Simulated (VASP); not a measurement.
## Vibrations of BAs: a test of the settings

How far do the zone-centre frequencies of BAs depend on the numerical settings? The starting structure is a measured crystal structure from the Crystallography Open Database.

Calculated with VASP 6.6.1; Kohn-Sham DFT with plane waves and PAW; LDA.

**1. The structure**

It takes space group F-43m (No. 216, cubic). The conventional cell has a = 4.777 Å, b = 4.777 Å, c = 4.777 Å, α = 90.00°, β = 90.00°, γ = 90.00°. Nearest to As lie 4 B at 2.07 Å. Nearest to B lie 4 As at 2.07 Å. Farther neighbours are not listed.

As a file:

```xyz
2
Lattice="0.0000 2.3885 2.3885 2.3885 0.0000 2.3885 2.3885 2.3885 0.0000" Properties=species:S:1:pos:R:3 pbc="T T T"
As    3.5827    3.5827    3.5827
B     0.0000    0.0000    0.0000
```

**2. Reference modes**

The cell comes from a relaxation at this level, not shown (26.67 Å³).

File INCAR:

```
SYSTEM = BAs
PREC = Accurate
ENCUT = 450
EDIFF = 1E-08
NELM = 100
ISMEAR = 0
SIGMA = 0.03
LREAL = .FALSE.
ALGO = Normal
GGA = CA
NBANDS = 10
LORBIT = 11
LWAVE = .FALSE.
LCHARG = .FALSE.
KPAR = 2
IBRION = 8
LEPSILON = .TRUE.
ISIF = 2
```

File POSCAR:

```
BAs
1.0
    0.0000000000      2.3712535236      2.3712535236
    2.3712535236      0.0000000000      2.3712535236
    2.3712535236      2.3712535236      0.0000000000
As B
1 1
Direct
    0.7500000000      0.7500000000      0.7500000000
    0.0000000000      0.0000000000      0.0000000000
```

File KPOINTS:

```
Automatic mesh
0
Gamma
8 8 8
0 0 0
```

PAW data sets: As and B (LDA family, release 64).

On the command line:

```sh
$ mpirun -np 2 vasp_std
```

The log of the run:

```text
[banner, memory and clock lines left out]
running    2 mpi-ranks, on    1 nodes
 distrk:  each k-point on    1 cores,    2 groups
 distr:  one band on    1 cores,    1 groups

 POSCAR found type information on POSCAR AsB
 POSCAR found :  2 types and       2 ions
 LDA part: xc-table for (Slater(with rela. corr.)+CA(PZ))
 , standard interpolation
 POSCAR, INCAR and KPOINTS ok, starting setup
 FFT: planning ... GRIDC
 FFT: planning ... GRID_SOFT
 FFT: planning ... GRID
 WAVECAR not read
 entering main loop
       N       E                     dE             d eps       ncg     rms          rms(c)
DAV:   1     0.873901889814E+01    0.87390E+01   -0.34583E+03   580   0.629E+02
DAV:   2    -0.131075333592E+02   -0.21847E+02   -0.21148E+02   794   0.100E+02
DAV:   3    -0.136926174351E+02   -0.58508E+00   -0.58419E+00   678   0.165E+01
DAV:   4    -0.136941514465E+02   -0.15340E-02   -0.15339E-02   724   0.988E-01
DAV:   5    -0.136941537178E+02   -0.22713E-05   -0.22713E-05   682   0.345E-02    0.518E+00
DAV:   6    -0.130227529867E+02    0.67140E+00   -0.18231E+00   620   0.590E+00    0.245E+00
DAV:   7    -0.129372288560E+02    0.85524E-01   -0.21152E-01   694   0.246E+00    0.899E-01
DAV:   8    -0.129237080886E+02    0.13521E-01   -0.25095E-02   628   0.879E-01    0.103E-01
DAV:   9    -0.129237323554E+02   -0.24267E-04   -0.72165E-04   664   0.180E-01    0.588E-02
DAV:  10    -0.129237389102E+02   -0.65547E-05   -0.85245E-05   634   0.550E-02    0.141E-02
DAV:  11    -0.129237403139E+02   -0.14038E-05   -0.16120E-06   714   0.929E-03    0.130E-02
DAV:  12    -0.129237401433E+02    0.17060E-06   -0.80331E-07   648   0.398E-03    0.291E-03
DAV:  13    -0.129237401473E+02   -0.39801E-08   -0.29786E-08   658   0.125E-03
   1 F= -.12923740E+02 E0= -.12923740E+02  d E =-.224941E-29
 Linear response reoptimize wavefunctions to high precision
DAV:   1    -0.129237401477E+02   -0.35192E-09   -0.56330E-09   642   0.348E-04
DAV:   2    -0.129237401477E+02   -0.62528E-11   -0.12749E-10   370   0.941E-05
 Linear response G [H, r] |phi>, progress :
  Direction:   1
       N       E                     dE             d eps       ncg     rms
RMM:   1    -0.496038620611E+02   -0.49604E+02   -0.76532E+01  1447   0.458E+01
RMM:   2    -0.372006842913E+02    0.12403E+02   -0.27519E+00   963   0.109E+01
RMM:   3    -0.372171126690E+02   -0.16428E-01    0.65465E-03  1002   0.872E-01
RMM:   4    -0.372197197027E+02   -0.26070E-02    0.25970E-03  1028   0.946E-02
RMM:   5    -0.372199759565E+02   -0.25625E-03    0.27345E-04  1025   0.113E-02
RMM:   6    -0.372200014570E+02   -0.25500E-04    0.23692E-05  1025   0.226E-03
RMM:   7    -0.372200039937E+02   -0.25367E-05    0.30510E-06   933   0.105E-03
RMM:   8    -0.372200043984E+02   -0.40472E-06   -0.61703E-06   875   0.906E-04
RMM:   9    -0.372200044373E+02   -0.38921E-07   -0.52388E-06   814   0.892E-04
RMM:  10    -0.372200044217E+02    0.15611E-07    0.12279E-06   753   0.891E-04
RMM:  11    -0.372200044005E+02    0.21199E-07    0.46285E-05   694   0.893E-04
 Linear response G [H, r] |phi>, progress :
  Direction:   2
       N       E                     dE             d eps       ncg     rms
RMM:   1    -0.480031118130E+02   -0.48003E+02   -0.95815E+01  1441   0.435E+01
RMM:   2    -0.383002097633E+02    0.97029E+01   -0.17283E+00   954   0.938E+00
RMM:   3    -0.383289765666E+02   -0.28767E-01    0.16128E-02  1005   0.703E-01
RMM:   4    -0.383317047878E+02   -0.27282E-02    0.26315E-03  1024   0.765E-02
RMM:   5    -0.383319584581E+02   -0.25367E-03    0.27290E-04  1031   0.949E-03
RMM:   6    -0.383319837677E+02   -0.25310E-04    0.22795E-05  1029   0.212E-03
RMM:   7    -0.383319863032E+02   -0.25355E-05   -0.21617E-06   930   0.112E-03
RMM:   8    -0.383319866098E+02   -0.30662E-06   -0.42075E-06   871   0.101E-03
RMM:   9    -0.383319867101E+02   -0.10028E-06    0.25665E-06   824   0.994E-04
RMM:  10    -0.383319867142E+02   -0.40889E-08   -0.18911E-05   770   0.992E-04
RMM:  11    -0.383319867234E+02   -0.92447E-08   -0.47710E-05   689   0.992E-04
 Linear response G [H, r] |phi>, progress :
  Direction:   3
       N       E                     dE             d eps       ncg     rms
RMM:   1    -0.252404287087E+02   -0.25240E+02    0.11948E+02  1367   0.426E+01
RMM:   2    -0.224005119390E+02    0.28399E+01   -0.25213E+00   947   0.963E+00
RMM:   3    -0.223856543628E+02    0.14858E-01   -0.34826E-02   993   0.888E-01
RMM:   4    -0.223851635845E+02    0.49078E-03   -0.34868E-04  1026   0.967E-02
RMM:   5    -0.223851574472E+02    0.61373E-05   -0.16017E-05  1021   0.125E-02
RMM:   6    -0.223851571239E+02    0.32331E-06   -0.66583E-06   991   0.228E-03
RMM:   7    -0.223851570898E+02    0.34118E-07   -0.66782E-06   905   0.101E-03
RMM:   8    -0.223851570878E+02    0.19623E-08   -0.81403E-06   817   0.850E-04
RMM:   9    -0.223851570036E+02    0.84168E-07   -0.84175E-06   755   0.838E-04
RMM:  10    -0.223851570500E+02   -0.46395E-07   -0.77457E-05   684   0.835E-04
RMM:  11    -0.223851570808E+02   -0.30791E-07   -0.49885E-05   632   0.837E-04
 Linear response to external field (no local field effect), progress :
  Direction:   1
       N       E                     dE             d eps       ncg     rms          rms(c)
RMM:   1    -0.852617719083E+00   -0.85262E+00   -0.39842E+00  1306   0.333E+00
[...]
Linear response to external field, progress :
  Direction:   1
       N       E                     dE             d eps       ncg     rms          rms(c)
RMM:   1    -0.683098304746E+00   -0.68310E+00   -0.31559E+00  4242   0.298E+00
RMM:   2    -0.698807210470E+00   -0.15709E-01   -0.74022E-03  3108   0.401E-01    0.126E+00
RMM:   3    -0.683451134079E+00    0.15356E-01   -0.62951E-03  3191   0.456E-01    0.723E-01
RMM:   4    -0.705085763369E+00   -0.21635E-01   -0.82412E-03  3137   0.539E-01    0.729E-02
RMM:   5    -0.708348909698E+00   -0.32631E-02   -0.13569E-04  3238   0.729E-02    0.866E-03
RMM:   6    -0.708464458086E+00   -0.11555E-03   -0.13294E-06  3300   0.666E-03    0.457E-03
RMM:   7    -0.708526152864E+00   -0.61695E-04   -0.42010E-07  3304   0.294E-03    0.287E-04
RMM:   8    -0.708535142980E+00   -0.89901E-05   -0.24169E-07  3282   0.262E-04    0.108E-04
RMM:   9    -0.708531472544E+00    0.36704E-05   -0.24081E-07  2996   0.139E-04    0.234E-05
RMM:  10    -0.708531894146E+00   -0.42160E-06   -0.21695E-07  1881   0.652E-05    0.396E-06
 change of polarisation eV/A/(eV/A) component  1 :     1.334     0.420     0.229
 dielectric tensor                  component  1 :    10.050     2.851     1.554
 Linear response to external field, progress :
  Direction:   2
       N       E                     dE             d eps       ncg     rms          rms(c)
RMM:   1    -0.682736372159E+00   -0.68274E+00   -0.31522E+00  4242   0.298E+00
RMM:   2    -0.698803182143E+00   -0.16067E-01   -0.75927E-03  3110   0.403E-01    0.126E+00
RMM:   3    -0.683448608049E+00    0.15355E-01   -0.63077E-03  3190   0.456E-01    0.723E-01
RMM:   4    -0.705081889662E+00   -0.21633E-01   -0.82428E-03  3135   0.539E-01    0.729E-02
RMM:   5    -0.708348507422E+00   -0.32666E-02   -0.13379E-04  3241   0.729E-02    0.868E-03
RMM:   6    -0.708463753991E+00   -0.11525E-03   -0.66157E-07  3301   0.666E-03    0.456E-03
RMM:   7    -0.708524966038E+00   -0.61212E-04    0.30676E-08  3298   0.294E-03    0.287E-04
RMM:   8    -0.708534661353E+00   -0.96953E-05    0.11093E-07  3260   0.263E-04    0.108E-04
RMM:   9    -0.708531244885E+00    0.34165E-05    0.11907E-07  2999   0.141E-04    0.236E-05
RMM:  10    -0.708531882282E+00   -0.63740E-06    0.15779E-07  1876   0.674E-05    0.473E-06
 change of polarisation eV/A/(eV/A) component  2 :     0.407     1.334     0.200
 dielectric tensor                  component  2 :     2.764    10.050     1.359
 Linear response to external field, progress :
  Direction:   3
       N       E                     dE             d eps       ncg     rms          rms(c)
RMM:   1    -0.683095229484E+00   -0.68310E+00   -0.31558E+00  4244   0.298E+00
RMM:   2    -0.698808321332E+00   -0.15713E-01   -0.73462E-03  3108   0.401E-01    0.126E+00
RMM:   3    -0.683451659364E+00    0.15357E-01   -0.62864E-03  3191   0.456E-01    0.723E-01
RMM:   4    -0.705085913929E+00   -0.21634E-01   -0.82363E-03  3137   0.539E-01    0.729E-02
RMM:   5    -0.708346816710E+00   -0.32609E-02   -0.13588E-04  3239   0.729E-02    0.866E-03
RMM:   6    -0.708465347211E+00   -0.11853E-03   -0.13185E-06  3301   0.666E-03    0.457E-03
RMM:   7    -0.708528168509E+00   -0.62821E-04   -0.41602E-07  3302   0.294E-03    0.287E-04
RMM:   8    -0.708536070259E+00   -0.79018E-05   -0.24065E-07  3262   0.262E-04    0.108E-04
RMM:   9    -0.708533518200E+00    0.25521E-05   -0.23519E-07  2988   0.139E-04    0.236E-05
RMM:  10    -0.708531149058E+00    0.23691E-05   -0.19895E-07  1871   0.651E-05    0.432E-06
 change of polarisation eV/A/(eV/A) component  3 :     0.315     0.334     1.334
 dielectric tensor                  component  3 :     2.137     2.268    10.050
 Linear response DOF=           2
 Linear response progress:
  Degree of freedom:   1/  2
       N       E                     dE             d eps       ncg     rms          rms(c)
RMM:   1    -0.402174355058E-01   -0.40217E-01    0.28078E-02  4482   0.114E+00
RMM:   2    -0.378762218578E-01    0.23412E-02   -0.18087E-03  3032   0.213E-01    0.974E-02
RMM:   3    -0.376925391656E-01    0.18368E-03   -0.21437E-04  3216   0.266E-02    0.570E-02
RMM:   4    -0.377205402208E-01   -0.28001E-04   -0.21391E-04  3167   0.299E-02    0.316E-03
RMM:   5    -0.376988490707E-01    0.21691E-04   -0.28449E-05  3319   0.255E-03    0.839E-04
RMM:   6    -0.376940969794E-01    0.47521E-05   -0.14530E-05  3296   0.492E-04    0.135E-04
RMM:   7    -0.376935176280E-01    0.57935E-06   -0.14406E-05  3390   0.125E-04    0.454E-05
RMM:   8    -0.376935299016E-01   -0.12274E-07   -0.15350E-05  3266   0.718E-05    0.147E-05
RMM:   9    -0.376931799735E-01    0.34993E-06   -0.11682E-05  3467   0.602E-05    0.706E-07
RMM:  10    -0.376931101372E-01    0.69836E-07   -0.10761E-05  2592   0.559E-05    0.244E-07
RMM:  11    -0.376930936600E-01    0.16477E-07   -0.10690E-05  2140   0.559E-05    0.110E-07
RMM:  12    -0.376931267209E-01   -0.33061E-07   -0.10706E-05  1857   0.558E-05    0.365E-08
 first order change of Fermi-energy  -0.92916E-03
 force on displaced ion       1 direction 1 : -17.050  -0.000  -0.000
 Born effective charge ion    1 direction 1 :   0.507   0.000   0.000
 Linear response progress:
  Degree of freedom:   2/  2
       N       E                     dE             d eps       ncg     rms          rms(c)
RMM:   1    -0.439600150533E-01   -0.43960E-01   -0.55810E-04  4422   0.108E+00
RMM:   2    -0.408767362385E-01    0.30833E-02   -0.77639E-04  2984   0.213E-01    0.102E-01
RMM:   3    -0.409336403900E-01   -0.56904E-04   -0.47196E-06  3124   0.689E-02    0.533E-02
RMM:   4    -0.412241377393E-01   -0.29050E-03   -0.44355E-05  3062   0.636E-02    0.749E-03
RMM:   5    -0.412104433016E-01    0.13694E-04    0.91726E-06  3231   0.691E-03    0.726E-04
RMM:   6    -0.412089966816E-01    0.14466E-05    0.11003E-06  3245   0.566E-04    0.273E-04
RMM:   7    -0.412083815072E-01    0.61517E-06    0.58478E-07  3286   0.262E-04    0.487E-05
RMM:   8    -0.412084980956E-01   -0.11659E-06    0.27514E-07  3345   0.623E-05    0.133E-05
RMM:   9    -0.412084419475E-01    0.56148E-07    0.44258E-07  3464   0.433E-05    0.173E-06
RMM:  10    -0.412084081945E-01    0.33753E-07    0.71980E-07  3134   0.345E-05    0.407E-07
RMM:  11    -0.412083653883E-01    0.42806E-07    0.96730E-07  2364   0.336E-05    0.592E-08
 first order change of Fermi-energy   0.10958E-02
 force on displaced ion       2 direction 1 : -17.051   0.000   0.000
 Born effective charge ion    2 direction 1 :  -0.604   0.000   0.000
 Born effective charges drift removed
 Linear response finished
```

It took 22 s on 2 MPI ranks of Intel Xeon 6975P-C (Granite Rapids), shared host; peak memory 0.33 GiB.

The logs omit lines about the potential files and the build; timing stands in the text.

OUTCAR, selected parts (step 2):

```text
ion  position               nearest neighbor table
   1  0.750  0.750  0.750-   2 2.05   2 2.05   2 2.05   2 2.05
   2  0.000  0.000  0.000-   1 2.05   1 2.05   1 2.05   1 2.05

  LATTYP: Found a face centered cubic cell.
 ALAT       =     4.7425070472

 Subroutine GETGRP returns: Found 24 space group operations
 (whereof 24 operations were pure point group operations)

The static configuration has the point symmetry T_d .

 Found     29 irreducible k-points:

   k-points           NKPTS =     29   k-points in BZ     NKDIM =     29   number of bands    NBANDS=     10

   dimension x,y,z NGX =    24 NGY =   24 NGZ =   24
   dimension x,y,z NGXF=    48 NGYF=   48 NGZF=   48

   ENCUT  =  450.0 eV  33.07 Ry    5.75 a.u.   5.80  5.80  5.80*2*pi/ulx,y,z

   NELECT =       8.0000    total number of electrons

 k-points in reciprocal lattice and weights: Automatic mesh
   0.00000000  0.00000000  0.00000000       0.002
   0.12500000  0.00000000  0.00000000       0.016
   0.25000000  0.00000000  0.00000000       0.016
   0.37500000  0.00000000  0.00000000       0.016
   0.50000000  0.00000000  0.00000000       0.008
   0.12500000  0.12500000  0.00000000       0.012
   0.25000000  0.12500000  0.00000000       0.047
   0.37500000  0.12500000  0.00000000       0.047
   0.50000000  0.12500000  0.00000000       0.047
[...]
-0.37500000  0.50000000  0.12500000       0.023
  -0.25000000  0.50000000  0.25000000       0.012

 average (electrostatic) potential at core
       1 -51.7672       2 -31.6714

  Total       -0.0010054     -0.0010054     -0.0010054      0.0000000      0.0000000     -0.0000000
  in kB       -0.0604067     -0.0604067     -0.0604067      0.0000000      0.0000000     -0.0000000
  external PRESSURE =      -0.0604067 kB  Pullay stress =       0.0000000 kB

  energy-cutoff  :      450.00
  volume of cell :       26.67
      direct lattice vectors                 reciprocal lattice vectors
     0.000000000  2.371253524  2.371253524    -0.210858938  0.210858938  0.210858938
     2.371253524  0.000000000  2.371253524     0.210858938 -0.210858938  0.210858938
     2.371253524  2.371253524  0.000000000     0.210858938  0.210858938 -0.210858938

 POSITION                                       TOTAL-FORCE (eV/Angst)
 -----------------------------------------------------------------------------------
      3.55688      3.55688      3.55688         0.000000     -0.000000      0.000000
      0.00000      0.00000      0.00000        -0.000000      0.000000     -0.000000
 -----------------------------------------------------------------------------------
    total drift:                               -0.000000     -0.000000     -0.000000

 MACROSCOPIC STATIC DIELECTRIC TENSOR (including local field effects in DFT)
 ------------------------------------------------------
          10.050287     0.000000     0.000000
           0.000000    10.050287     0.000000
          -0.000000     0.000000    10.050287
 ------------------------------------------------------

 PIEZOELECTRIC TENSOR (including local field effects)  for field in x, y, z        (C/m^2)
          XX          YY          ZZ          XY          YZ          ZX
  --------------------------------------------------------------------------------
  x    -0.00000     0.00000     0.00000     0.00000    -0.10460     0.00000
  y    -0.00000    -0.00000    -0.00000     0.00000     0.00000    -0.10460
  z    -0.00000    -0.00000    -0.00000    -0.10460     0.00000     0.00000

 BORN EFFECTIVE CHARGES (including local field effects) (in |e|, cummulative output)
 ---------------------------------------------------------------------------------
 ion    1
    1     0.55268     0.00000     0.00000
    2    -0.00000     0.55268    -0.00000
    3     0.00000     0.00000     0.55268
 ion    2
    1    -0.55268     0.00000     0.00000
    2     0.00000    -0.55268     0.00000
    3     0.00000     0.00000    -0.55268

 Eigenvectors and eigenvalues of the dynamical matrix
 ----------------------------------------------------

   1 f  =   21.002181 THz   131.960598 2PiTHz  700.557363 cm-1    86.858004 meV
             X         Y         Z           dx          dy          dz
      3.556880  3.556880  3.556880    -0.293021    0.200571   -0.000000
      0.000000  0.000000  0.000000     0.771422   -0.528032    0.000000

   2 f  =   21.002181 THz   131.960598 2PiTHz  700.557363 cm-1    86.858004 meV
             X         Y         Z           dx          dy          dz
      3.556880  3.556880  3.556880     0.000000    0.000000   -0.355092
      0.000000  0.000000  0.000000     0.000000    0.000000    0.934831

   3 f  =   21.002181 THz   131.960598 2PiTHz  700.557363 cm-1    86.858004 meV
             X         Y         Z           dx          dy          dz
      3.556880  3.556880  3.556880    -0.200571   -0.293021   -0.000000
      0.000000  0.000000  0.000000     0.528032    0.771422   -0.000000

   4 f/i=    0.000339 THz     0.002130 2PiTHz    0.011309 cm-1     0.001402 meV
             X         Y         Z           dx          dy          dz
      3.556880  3.556880  3.556880     0.921610   -0.156601   -0.004543
      0.000000  0.000000  0.000000     0.350070   -0.059484   -0.001726

   5 f/i=    0.000339 THz     0.002130 2PiTHz    0.011309 cm-1     0.001402 meV
             X         Y         Z           dx          dy          dz
      3.556880  3.556880  3.556880    -0.156571   -0.921607    0.006047
      0.000000  0.000000  0.000000    -0.059473   -0.350068    0.002297

   6 f/i=    0.000339 THz     0.002130 2PiTHz    0.011309 cm-1     0.001402 meV
             X         Y         Z           dx          dy          dz
      3.556880  3.556880  3.556880     0.005492    0.005201    0.934801
      0.000000  0.000000  0.000000     0.002086    0.001976    0.355080

 MACROSCOPIC STATIC DIELECTRIC TENSOR IONIC CONTRIBUTION
 ------------------------------------------------------
           0.121566    -0.000000     0.000000
          -0.000000     0.121566    -0.000000
           0.000000    -0.000000     0.121566
 ------------------------------------------------------

 ELASTIC MODULI CONTR FROM IONIC RELAXATION (kBar)
 Direction    XX          YY          ZZ          XY          YZ          ZX
 --------------------------------------------------------------------------------
 XX          -0.0000     -0.0000     -0.0000     -0.0000      0.0000     -0.0000
 YY          -0.0000     -0.0000     -0.0000     -0.0000     -0.0000      0.0000
 ZZ          -0.0000     -0.0000     -0.0000      0.0000     -0.0000     -0.0000
 XY          -0.0000     -0.0000      0.0000   -195.6263      0.0000      0.0000
 YZ           0.0000     -0.0000     -0.0000      0.0000   -195.6263      0.0000
 ZX          -0.0000      0.0000     -0.0000      0.0000      0.0000   -195.6263
 --------------------------------------------------------------------------------

 PIEZOELECTRIC TENSOR IONIC CONTR  for field in x, y, z        (C/m^2)
          XX          YY          ZZ          XY          YZ          ZX
  --------------------------------------------------------------------------------
  x     0.00000     0.00000     0.00000     0.00000     0.14511     0.00000
  y     0.00000    -0.00000     0.00000    -0.00000    -0.00000     0.14511
  z     0.00000     0.00000     0.00000     0.14511     0.00000     0.00000
```

Energies printed during the response cycles are not total energies of the cell.

Reference: the zone-centre mode is T2 700.6 cm⁻¹.

(Part 1 of 2 ends here.)

[Lines on the potential files, build, host, timing and source positions are cut from VASP's logs without a mark.]

[Logs are printed without paths, hosts, clocks, repeated set-up lines and the standing remarks that a program may print on its own settings, such as how far it seeks lower states.]

[Hosts, paths, dates, database ids (printed as entryN), source tags and the programs' standing remarks are cut or masked in the printed files.]
